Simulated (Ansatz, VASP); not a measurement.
Nb: VASP beside Ansatz

The input INCAR:

```
ALGO     = Normal         # electronic algorithm
EDIFF    = 1E-8           # SCF threshold, eV
ENCUT    = 520            # plane-wave cutoff, eV
GGA      = PS             # functional
ISIF     = 2              # what is computed and relaxed
ISMEAR   = -1             # smearing method
LASPH    = True           # aspherical terms in the spheres
LCHARG   = False          # write CHGCAR
LEFG     = True         
LREAL    = False          # projectors in reciprocal space
LWAVE    = False          # write WAVECAR
NBANDS   = 12             # bands
NELM     = 100            # most SCF steps
PREC     = Accurate       # precision mode
SIGMA    = 0.08           # smearing width, eV
```

Contents of KPOINTS:

```
k-points
0
Gamma
  13 13 13
```

Contents of POSCAR:

```
Nb
1.0
   -0.0211500000      2.1044250000      2.1044250000
    2.1044250000     -0.0211500000      2.1044250000
    2.1044250000      2.1044250000     -0.0211500000
Nb
1
Direct
    0.0000000000      0.0000000000      0.0000000000
```

Input for Ansatz:

```yaml
crystal:
  lattice:
    - [-0.02115, 2.104425, 2.104425]
    - [2.104425, -0.02115, 2.104425]
    - [2.104425, 2.104425, -0.02115]
  atoms:
    - { symbol: Nb, position: [0.0, 0.0, 0.0] }
kpoints:
  mp_grid: { grid: [13, 13, 13] }
scf:
  occupations: { method: fermi_dirac, width: 0.08 }
hamiltonian:
  xc: pbesol
  pseudopotentials: { kind: all_electron, datasets: crystal }
output:
  forces: true
  stress: true
  eigenvalues: true
  efg: { contact_densities: true }
```

Change from the starting cell: equal xy, yz and zx shear strains of -1 %, crystal datasets.

Alike in both runs: task electric field gradients; functional PBEsol; k mesh 13 × 13 × 13; occupations fermi-dirac, width 0.08 eV; no spin polarisation.

|  | VASP | Ansatz |
| --- | --- | --- |
| version | VASP 6.6.1 | Ansatz 0.2.0 |
| potentials or method | VASP PAW PBE potentials, release 64 (Nb_sv) | all-electron PAW with datasets made for the crystal, scalar-relativistic |
| plane-wave cutoff (eV) | 520 | see its input |

Ansatz gave:

| Property | Result |
| --- | --- |
| pressure (GPa) | -6.7 |
| largest component of the traceless stress (GPa) | 0.42 |
| Vzz of the field gradient on the site that differs most (V/Å²) | 1.6 |

Task: Estimate VASP's values.

Result: Pressure (GPa): -6.9; largest component of the traceless stress (GPa): 0.40; Vzz of the field gradient on the site that differs most (V/Å²): 2.3.

Ansatz ran all-electron here, so the differences hold the error of VASP's frozen core and of both bases. Ansatz warned: «gradients_without_spin_orbit».

Caveats: the PAW data sets were made with another functional, which shifts forces and pressure a little (VASP).
